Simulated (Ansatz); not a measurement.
# Pt (Fm-3m) in Ansatz: notebook

One crystal, Pt, is run at these levels: LDA; tasks: single point, equation of state.

Program: Ansatz 0.2.0. These are calculated values, not measurements. Logs are shortened: lines on timing, memory, paths and dates and some standing lists are left out, and cuts for length are marked.

### Step 1. Starting point

Symmetry: Fm-3m, No. 225, cubic system. The conventional cell has a = 3.922 Å, b = 3.922 Å, c = 3.922 Å, α = 90.00°, β = 90.00°, γ = 90.00°. Pt (site symmetry m-3m) has 12 Pt at 2.77 Å as nearest neighbours.

### Step 2. Single point, LDA, 14.18 Å³/atom (volume scaled by 0.94)

File input.yaml:

```yaml
crystal:
  lattice:
    - [0.0, 1.9208704006, 1.9208704006]
    - [1.9208704006, 0.0, 1.9208704006]
    - [1.9208704006, 1.9208704006, 0.0]
  atoms:
    - { symbol: Pt, position: [0.0, 0.0, 0.0] }
kpoints:
  mp_grid: { grid: [12, 12, 12] }
scf:
  occupations: { method: fermi_dirac, width: 0.05 }
hamiltonian:
  xc: lda
  pseudopotentials: { kind: all_electron, lapw: { basis_error: 0.001 } }
output:
  forces: true
  stress: true
  eigenvalues: true
```

Potentials or basis: all-electron LAPW, scalar-relativistic.

Command:

```
> ansatz run input.yaml --threads 1 --pin off --max-ram 3072MiB --backend cpu --events-out ev --progress --plain --runs-dir out
```

The log of the run:

```text
Warning: RAYON_NUM_THREADS=1 ignored (pool sized by the plan → 1); use --threads N
LAPW: plane waves up to 8.627 Å⁻¹, error target 1.0e-3 eV per atom; small_component_spin mean_spin; Pt in spheres of 1.358 Å, 42 of its electrons in bands, Dirac shells [] (how accurate: hamiltonian.pseudopotentials.lapw.basis_error, Limitations)
Engine: ansatz 0.2.0, x86_64-unknown-linux-gnu
Pseudopotentials: kind: all_electron
Pseudopotential: Pt, LAPW, valence charge 42, lapw/all_electron/scalar/gaussian/Pt, Koelling and Harmon's equation, gaussian nucleus
Functional definition: SPW92
  exchange = slater_x
  correlation = pw_c
Crystal: 1 atoms, lattice volume = 14.175 Å³
Basis set: ecut = 283.5498624670533 eV, 169 PW (Γ), exchange–correlation at level 2
Bands: 26, of which v1, the nominal top of the filled ones, is band 21 counted from 1 (20 counted from 0)
Symmetry: 48 space group operations
Space group: Fm-3m (ITA 225), of the structure as read, at distance tolerance 2.4e-5 Å
k-points: 72 of 1728
Non-local potential: Pt, projectors of the file, none
Initial density: superposition of atomic densities (chi_scale 0.1, normalization cell)
Initial wavefunctions: plane waves of lowest kinetic energy (no species holds an atomic orbital)
Functional: x = slater, c = lda
iter 1 solved again at ethr=1.70e-4 eV; its pass at ethr=1.00e-1 eV (dr2=7.13e-2 eV) is discarded
SCF iter   1: F=—  HF=-500679.840964 eV  |F-HF|=—  |Δ(HF+E_count)|=         —  Δρ=3.23e-2  dr2=7.15e-2  ethr=1.70e-4  ⟨swp⟩=3.0  Hψ=11890  notcnv=0
preconditioner: auto → none  [metal: Δε(μ)=0.029 eV  Ē_g=16.544 eV  σ=0.050 eV  W_gap=0.14  n_scr=8 (ndim 8)  ℏωp=31.2 eV  f_vac=0.000  D(μ)=1.73/eV (n_scr^D=26)  sad-step TF]
iter 2 solved again at ethr=1.45e-5 eV; its pass at ethr=1.70e-4 eV (dr2=6.08e-3 eV) is discarded
SCF iter   2: F=—  HF=-500679.488284 eV  |F-HF|=—  |Δ(HF+E_count)|=   3.53e-1  Δρ=7.85e-3  dr2=6.08e-3  ethr=1.45e-5  ⟨swp⟩=2.0  Hψ=9626  notcnv=0
SCF iter   3: F=—  HF=-500679.467922 eV  |F-HF|=—  |Δ(HF+E_count)|=         —  Δρ=5.40e-3  dr2=2.56e-3  ethr=1.45e-5  ⟨swp⟩=2.0  Hψ=5424  notcnv=0
the basis was enlarged: its passes take 528.0 KiB over the memory plan, 1 of 1 planned eigensolver slots
SCF iter   4: F=—  HF=-500679.466112 eV  |F-HF|=—  |Δ(HF+E_count)|=   1.81e-3  Δρ=1.98e-3  dr2=3.55e-4  ethr=6.11e-6  ⟨swp⟩=2.0  Hψ=5425  notcnv=0
SCF iter   5: F=—  HF=-500679.465899 eV  |F-HF|=—  |Δ(HF+E_count)|=   2.13e-4  Δρ=3.14e-4  dr2=9.24e-6  ethr=8.45e-7  ⟨swp⟩=2.0  Hψ=5424  notcnv=0
SCF iter   6: F=-500679.465898 eV  HF=-500679.465898 eV  |F-HF|=2.66e-8  |Δ(HF+E_count)|=   1.26e-6  Δρ=2.65e-5  dr2=5.77e-8  ethr=2.20e-8  ⟨swp⟩=2.0  Hψ=5424  notcnv=0
SCF 1 converged in 6 iterations: F = -500679.465898 eV  dr2 = 5.77e-8
SCF converged after 6 iterations
Free energy (F): -500679.465898 eV
Harris-Foulkes:  -500679.465898 eV  (|F-HF|=2.66e-8)
Internal energy: -500679.451122 eV  (E = F + TS)
E sigma→0 (E₀):  -500679.458510 eV
Entropy (-TS):   -0.014776 eV (-14.776 meV/atom)
Fermi energy:    30.894927 eV
--- Per-component energies (eV) ---
  E_band       = -3233.030519
  E_kinetic    = 568421.186920
  E_xc         = -9414.960104
  E_electrostatic = -1059685.677937  (all electrons and nuclei)
  E_smearing   = -0.014776  (= −TS)
  E_closure    = -0.000000  (closes the sum)
  E_atoms      = -500671.935187  (free atoms, spherical and without spin; not in F)
  Σ components = -500679.465898   (vs F -500679.465898, Δ=0.00e0)
  Basis errors (estimates in eV, not in F): energy 2.3e-4 per atom: plane waves 1.9e-4 (9.6e-5 summed), levels above the bands 5.9e-190, relativity 1.3e-8, radial functions 3.4e-5, core shells 2.0e-7; eigenvalues (radial functions only) 4.9e-6; not estimated: angular momenta, meshes, grids; target (lapw.basis_error) 1.0e-3; muffin-tin radii Pt 1.358 Å
--- Forces (eV/Å), atoms counted from 1 ---
  atom   1  Pt    -0.00000000    -0.00000000     0.00000000
  max |Σ_I F_I| component: 3.29e-32 eV/Å
--- Stress (GPa, compression-positive) ---
       13.959434       0.000000       0.000000
        0.000000      13.959434       0.000000
        0.000000       0.000000      13.959434
  P = ⅓ Tr σ = 13.9594 GPa (139.594 kbar)
--- Band table (eV; the first three rows and the last of 72) ---
  k-point 0: bands = ["-272.2693", "-272.2693", "-272.2693", "-272.2329", "-272.2329", "-67.9737", "-36.5054", "-36.4737", "-36.4737", "-36.4737", "-36.4570", "-36.4570", "-36.4570", "-21.8228", "-21.8228", "-21.8228", "19.8565", "26.6505", "26.6505", "26.6505", "29.0739", "29.0739", "45.2962", "50.5381", "50.5381", "50.5381"]
  k-point 1: bands = ["-272.2693", "-272.2693", "-272.2693", "-272.2329", "-272.2329", "-67.9707", "-36.5052", "-36.4740", "-36.4740", "-36.4737", "-36.4570", "-36.4568", "-36.4568", "-21.8641", "-21.8286", "-21.8286", "20.1535", "26.5150", "26.7693", "26.7693", "29.0065", "29.0065", "45.7698", "49.2257", "51.0078", "51.0078"]
  k-point 2: bands = ["-272.2693", "-272.2693", "-272.2693", "-272.2329", "-272.2329", "-67.9625", "-36.5047", "-36.4749", "-36.4749", "-36.4737", "-36.4571", "-36.4564", "-36.4564", "-21.9761", "-21.8445", "-21.8445", "20.9713", "26.2467", "27.0120", "27.0120", "28.9473", "28.9473", "46.8236", "46.9870", "52.3261", "52.3261"]
  k-point 71: bands = ["-272.2693", "-272.2693", "-272.2693", "-272.2329", "-272.2329", "-67.9137", "-36.5018", "-36.4782", "-36.4782", "-36.4770", "-36.4553", "-36.4553", "-36.4552", "-22.2204", "-22.2204", "-22.0525", "24.5845", "25.8125", "25.8125", "28.6173", "31.4450", "38.3283", "39.4461", "39.4461", "43.4944", "55.8071"]
```

Run time: 10 s. Hardware: 1 thread of AMD EPYC 7R43 (Zen 3), shared host; peak memory 0.33 GiB.

What came out:

| Property | Result |
| --- | --- |
| Free energy | -500679.4659 eV |
| Pressure | 14.0 GPa |
| Band gap on the k mesh | none (metal or under the smearing width) |

### Step 3. Single point, LDA, 14.48 Å³/atom (volume scaled by 0.96)

Edit input.yaml of step 2 so:

```diff
@@ -2,5 +2,5 @@
   lattice:
-    - [0.0, 1.9208704006, 1.9208704006]
-    - [1.9208704006, 0.0, 1.9208704006]
-    - [1.9208704006, 1.9208704006, 0.0]
+    - [0.0, 1.9343981026, 1.9343981026]
+    - [1.9343981026, 0.0, 1.9343981026]
+    - [1.9343981026, 1.9343981026, 0.0]
   atoms:
```

Potentials or basis: all-electron LAPW, scalar-relativistic.

Command:

```
> ansatz run input.yaml --threads 1 --pin off --max-ram 3072MiB --backend cpu --events-out ev --progress --plain --runs-dir out
```

Wall time 19 s (1 thread of AMD EPYC 7R43 (Zen 3), shared host); peak memory 0.34 GiB.

It converged, with:

| Item | Value |
| --- | --- |
| Free energy | -500679.4849 eV |
| Pressure | 6.4 GPa |
| Band gap on the k mesh | none (metal or under the smearing width) |

### Step 4. Single point, LDA, 14.78 Å³/atom (volume scaled by 0.98)

Edit input.yaml of step 3 so:

```diff
@@ -2,5 +2,5 @@
   lattice:
-    - [0.0, 1.9343981026, 1.9343981026]
-    - [1.9343981026, 0.0, 1.9343981026]
-    - [1.9343981026, 1.9343981026, 0.0]
+    - [0.0, 1.9477392008, 1.9477392008]
+    - [1.9477392008, 0.0, 1.9477392008]
+    - [1.9477392008, 1.9477392008, 0.0]
   atoms:
```

Command:

```
> ansatz run input.yaml --threads 1 --pin off --max-ram 3072MiB --backend cpu --events-out ev --progress --plain --runs-dir out
```

It took 15 s on 1 thread of AMD EPYC 7R43 (Zen 3), shared host; peak memory 0.32 GiB.

The run converged. Its results:

```
Free energy            : -500679.4906 eV
Pressure               : -0.2 GPa
Band gap on the k mesh : none (metal or under the smearing width)
```

### Step 5. Single point, LDA, 15.08 Å³/atom

Edit input.yaml of step 4 so:

```diff
@@ -2,5 +2,5 @@
   lattice:
-    - [0.0, 1.9477392008, 1.9477392008]
-    - [1.9477392008, 0.0, 1.9477392008]
-    - [1.9477392008, 1.9477392008, 0.0]
+    - [0.0, 1.9609, 1.9609]
+    - [1.9609, 0.0, 1.9609]
+    - [1.9609, 1.9609, 0.0]
   atoms:
```

Command:

```
> ansatz run input.yaml --threads 1 --pin off --max-ram 3072MiB --backend cpu --events-out ev --progress --plain --runs-dir out
```

It took 12 s on 1 thread of AMD EPYC 7R43 (Zen 3), shared host; peak memory 0.31 GiB.

It converged, with:

- Free energy: -500679.4847 eV
- Pressure: -6.0 GPa
- Band gap on the k mesh: none (metal or under the smearing width)

### Step 6. Single point, LDA, 15.38 Å³/atom (volume scaled by 1.02)

Edit input.yaml of step 5 so:

```diff
@@ -2,5 +2,5 @@
   lattice:
-    - [0.0, 1.9609, 1.9609]
-    - [1.9609, 0.0, 1.9609]
-    - [1.9609, 1.9609, 0.0]
+    - [0.0, 1.9738864712, 1.9738864712]
+    - [1.9738864712, 0.0, 1.9738864712]
+    - [1.9738864712, 1.9738864712, 0.0]
   atoms:
```

Potentials or basis: all-electron LAPW, scalar-relativistic.

Command:

```
> ansatz run input.yaml --threads 1 --pin off --max-ram 3072MiB --backend cpu --events-out ev --progress --plain --runs-dir out
```

Run time: 20 s. Hardware: 1 thread of AMD EPYC 7R43 (Zen 3), shared host; peak memory 0.33 GiB.

Results (log left out):

| Quantity | Value |
| --- | --- |
| Free energy | -500679.4683 eV |
| Pressure | -11.2 GPa |
| Band gap on the k mesh | none (metal or under the smearing width) |

### Step 7. Single point, LDA, 15.68 Å³/atom (volume scaled by 1.04)

Edit input.yaml of step 6 so:

```diff
@@ -2,5 +2,5 @@
   lattice:
-    - [0.0, 1.9738864712, 1.9738864712]
-    - [1.9738864712, 0.0, 1.9738864712]
-    - [1.9738864712, 1.9738864712, 0.0]
+    - [0.0, 1.986704275, 1.986704275]
+    - [1.986704275, 0.0, 1.986704275]
+    - [1.986704275, 1.986704275, 0.0]
   atoms:
```

Command:

```
> ansatz run input.yaml --threads 1 --pin off --max-ram 3072MiB --backend cpu --events-out ev --progress --plain --runs-dir out
```

It took 15 s on 1 thread of AMD EPYC 7R43 (Zen 3), shared host; peak memory 0.33 GiB.

The run converged. Its results:

- Free energy: -500679.4430 eV
- Pressure: -15.7 GPa
- Band gap on the k mesh: none (metal or under the smearing width)

### Step 8. Single point, LDA, 15.98 Å³/atom (volume scaled by 1.06)

Edit input.yaml of step 7 so:

```diff
@@ -2,5 +2,5 @@
   lattice:
-    - [0.0, 1.986704275, 1.986704275]
-    - [1.986704275, 0.0, 1.986704275]
-    - [1.986704275, 1.986704275, 0.0]
+    - [0.0, 1.9993587835, 1.9993587835]
+    - [1.9993587835, 0.0, 1.9993587835]
+    - [1.9993587835, 1.9993587835, 0.0]
   atoms:
```

Command:

```
> ansatz run input.yaml --threads 1 --pin off --max-ram 3072MiB --backend cpu --events-out ev --progress --plain --runs-dir out
```

It took 16 s on 1 thread of AMD EPYC 7R43 (Zen 3), shared host; peak memory 0.34 GiB.

Results (log left out):

```yaml
Free_energy: -500679.4097 eV
Pressure: -19.6 GPa
Band_gap_on_the_k_mesh: none (metal or under the smearing width)
```

### Step 9. Equation of state, LDA

Potentials or basis: all-electron LAPW, scalar-relativistic.

This step only gathers the single runs of the series.

Results:

* Equilibrium volume: 14.77 Å³/atom
* Bulk modulus: 306 GPa
* Pressure derivative of the bulk modulus: 5.3

Energy against volume, from the lowest point:
```csv
volume (Å³/atom),energy (meV/atom)
14.175,24.75
14.477,5.72
14.778,0.00
15.080,6.00
15.381,22.30
15.683,47.67
15.985,80.99
```

Spin-orbit coupling is left out, which matters for the levels of Pt. LDA usually gives volumes a few per cent too small.
